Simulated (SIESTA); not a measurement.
Equation of state of PbO2 under LDA

```
CELL_PARAMETERS angstrom
0.00000 2.70199 2.70199
2.70199 0.00000 2.70199
2.70199 2.70199 0.00000
ATOMIC_POSITIONS crystal
Pb 0.00000 0.00000 0.00000
O 0.75000 0.75000 0.75000
O 0.25000 0.25000 0.25000
```

The cell comes from a database or a generator and needn't be the stable form of this composition.

The cell was scaled at fixed shape and fractions and run with SIESTA, files PseudoDojo sr-lda-0.4.1-standard, DZP (energy shift 0.003 Ry; two zetas on semicore shells); LDA, k mesh 9 × 9 × 9 on the cell of 3 atoms, fermi-dirac occupations of 0.05 eV, no spin polarisation, no spin-orbit coupling. Energies are those that the program minimises, any entropy of the smearing included. For a metal such a mesh isn't converged to the digits shown.

```tsv
V (Å³/atom)	energy over the lowest row (meV/atom)
12.3620	2.78
12.6250	0.00
12.8880	2.85
13.1511	?
13.4141	22.93
13.6771	38.92
13.9401	58.33
```

Q: Fit the third-order Birch-Murnaghan form, give V0, B0 and B′, and predict the energy left open.

A: With y = (V0/V)^(2/3), E = E0 + (9 V0 B0/16) [(y - 1)³ B′ + (y - 1)² (6 - 4y)]. Least squares through the rows shown give V0 = 12.6174 Å³/atom, E0 = -0.01 meV, B0 = 165.8 GPa (1 eV/Å³ = 160.218 GPa) and B′ = 5.22, with a largest miss of 0.03 meV. At V = 13.1511 the form with these constants gives 10.71 meV; the run gave 10.67 meV an atom.
